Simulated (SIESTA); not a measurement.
**ZrC under changes of volume**

One of the cells (13.174 Å³/atom); the others are scaled copies at fixed shape and fractional positions:

```
Zr C
1.0
     3.39148    0.00000    0.00000
    -1.69574    2.93710    0.00000
     0.00000    0.00000    5.29005
Zr C
2 2
Direct
  0.66667 0.33333 0.75000
  0.33333 0.66667 0.25000
  0.00000 0.00000 0.50000
  0.00000 0.00000 0.00000
```

The cell comes from a database or a generator and needn't be the stable form of this composition.

```yaml
Program: SIESTA 5.4.2
Functional: LDA
Potentials_or_basis: PseudoDojo 0.4 standard (LDA files)
Basis: DZP (energy shift 0.003 Ry; two zetas on semicore shells)
Grid_cutoff: 800 Ry
Energy_shift: 0.003 Ry
k_mesh: 9 × 9 × 5
Occupations: fermi-dirac, width 0.05 eV
Spin: no spin polarisation
```

```csv
volume (Å³/atom),energy over the lowest point (meV/atom),pressure (GPa)
12.383,?,?
12.647,0.00,-0.7
12.910,5.01,-5.3
13.174,17.30,-9.5
13.437,36.11,-13.3
13.701,60.82,-16.7
13.964,90.80,-19.7
```

**Question.** What does the run at 12.383 Å³/atom give?

**Answer.** Energy over the lowest point 3.07 meV/atom; pressure 4.5 GPa.

Worked out: A Birch-Murnaghan fit of order 3 (a polynomial in V^(-2/3)) to the other rows has its minimum at 12.61 Å³/atom, just outside them, with B0 = V·E''(V) = 238 GPa and B' = 4.0 at fixed shape and positions, which overstates the stiffness. It gives 3.04 meV/atom at 12.383 Å³/atom, against the run's 3.07, and -dE/dV = 4.5 GPa, against 4.5.

Energies are extrapolated to zero smearing.

Caveats: the basis of atomic orbitals isn't converged, which shifts pressures, moduli and gaps.
